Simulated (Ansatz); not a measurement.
**BaTe under changes of volume**

One of the cells (39.652 Å³/atom); the others are scaled copies at fixed shape and fractional positions:

```
CELL_PARAMETERS angstrom
0.00000 3.41000 3.41000
3.41000 0.00000 3.41000
3.41000 3.41000 0.00000
ATOMIC_POSITIONS crystal
Ba 0.00000 0.00000 0.00000
Te 0.50000 0.50000 0.50000
```

```yaml
Program: Ansatz 0.2.0
Functional: PBE
Potentials_or_basis: Ansatz PAW
Cutoff: "420 eV (not typed: the program's choice for these potentials)"
k_mesh: 7 × 7 × 7
Occupations: fermi-dirac, width 0.05 eV
Spin: no spin polarisation
```

```tsv
volume (Å³/atom)	energy over the lowest point (meV/atom)	pressure (GPa)	gap on the mesh (eV)
37.273	117.08	6.9	1.32
38.066	85.73	5.8	1.38
38.859	59.75	4.7	1.43
39.652	38.62	3.8	1.48
40.445	?	?	?
41.238	9.14	2.2	1.57
42.031	0.00	1.5	1.61
```

What does the run at 40.445 Å³/atom give?

Energy over the lowest point 21.89 meV/atom; pressure 3.0 GPa; gap on the mesh 1.53 eV.

Worked out: A Birch-Murnaghan fit of order 3 (a polynomial in V^(-2/3)) to the other rows has no minimum within the range. It gives 21.89 meV/atom at 40.445 Å³/atom, against the run's 21.89, and -dE/dV = 3.0 GPa, against 3.0. A straight line through the other rows of the gap, of slope 2.4 eV per unit of ln V, gives 1.52 eV, against the run's 1.53.

Energies are extrapolated to zero smearing.

Caveats: odd divisions of the mesh miss points on the zone boundary, where band edges often lie, so the gap on the mesh can be too wide; spin-orbit coupling is left out, which moves the levels of the heavy elements.

A mesh can miss the band edges.
